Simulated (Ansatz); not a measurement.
The system is TiAl.

```
Ti Al
1.0
     2.86726    0.00000    0.00000
    -1.43363    2.48312    0.00000
     0.00000    0.00000    4.67808
Ti Al
1 1
Cartesian
  0.0000 0.0000 0.0000
  0.0000 1.6554 2.3390
```

The cell comes from a database or a generator and needn't be the stable form of this composition.

```yaml
Program: Ansatz 0.2.0
Task: relaxation of cell and atoms
Functional: BLYP
Potentials_or_basis: Ansatz PAW
Cutoff: "420 eV (not typed: the program's choice for these potentials)"
k_mesh: 11 × 11 × 6
Occupations: fermi-dirac, width 0.05 eV
Spin: no spin polarisation
```

At the start: volume 16.65 Å³/atom.

Question: How do energy, volume and symmetry change on relaxing?

Answer: It ends after 6 steps and the volume is 17.21 Å³/atom (+3.3 %); space group P-6m2 (No. 187, to 0.05 Å).

Step by step:
```csv
step,energy change (eV),largest force (eV/Å),volume (Å³)
1,0.0000,0.0000,33.31
2,-0.0079,0.0000,35.01
3,-0.0115,0.0000,34.45
4,-0.0115,0.0000,34.41
5,-0.0115,0.0000,34.42
6,-0.0120,0.0000,34.42
```

Final structure:
```yaml
crystal:
  lattice:
    - [2.91395, 0.00000, 0.00000]
    - [-1.45697, 2.52355, 0.00000]
    - [0.00000, 0.00000, 4.68062]
  atoms:
    - { symbol: Ti, position: [0.00000, 0.00000, 0.00000] }
    - { symbol: Al, position: [0.33333, 0.66667, 0.50000] }
```

Caveat: the plane-wave basis is chosen anew once the cell has moved, so the energies of steps on either side of that aren't comparable; the PAW data sets come from PBE, with cores solved anew for the run's functional, which leaves a small shift of forces and pressure.
